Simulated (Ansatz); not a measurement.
SnO2:

```
Sn O
1.0
     5.17526    0.00000    0.00000
     0.00000    5.17526    0.00000
     0.00000    0.00000    5.17526
Sn O
4 8
Direct
  0.00000 0.00000 0.00000
  0.50000 0.00000 0.50000
  0.50000 0.50000 0.00000
  0.00000 0.50000 0.50000
  0.66110 0.83890 0.16110
  0.83890 0.16110 0.66110
  0.16110 0.66110 0.83890
  0.33890 0.33890 0.33890
  0.66110 0.66110 0.66110
  0.83890 0.33890 0.16110
  0.16110 0.83890 0.33890
  0.33890 0.16110 0.83890
```

Measurements of this composition are mostly on another form, of space group No. 136.

Program: Ansatz 0.2.0. Alike in all runs: task band structure; potentials or basis Ansatz PAW; no spin polarisation; cell as given.

Question: Order these runs on this cell by their pressure, lowest first.
A. level PBEsol; k mesh 5 × 5 × 5; cutoff (eV) 420; smearing fermi-dirac 0.05 eV; points for each segment of the path 10
B. level LDA; k mesh 4 × 4 × 4; cutoff (eV) 420; smearing fermi-dirac 0.05 eV; points for each segment of the path 10
C. level r2SCAN; k mesh 6 × 6 × 6; cutoff (eV) 500; smearing fixed; level r2scan; run kind scf
D. level BLYP; k mesh 5 × 5 × 5; cutoff (eV) 420; smearing fermi-dirac 0.05 eV; points for each segment of the path 10

Answer: B (-12.5 GPa), C (-9.0 GPa), A (-7.2 GPa), D (5.4 GPa).

Caveats: the PAW data sets come from PBE, with cores solved anew for the run's functional, which leaves a small shift of forces and pressure; the potentials were made for another functional, which shifts forces and pressure (some runs).

Not every run made on this cell is shown here.
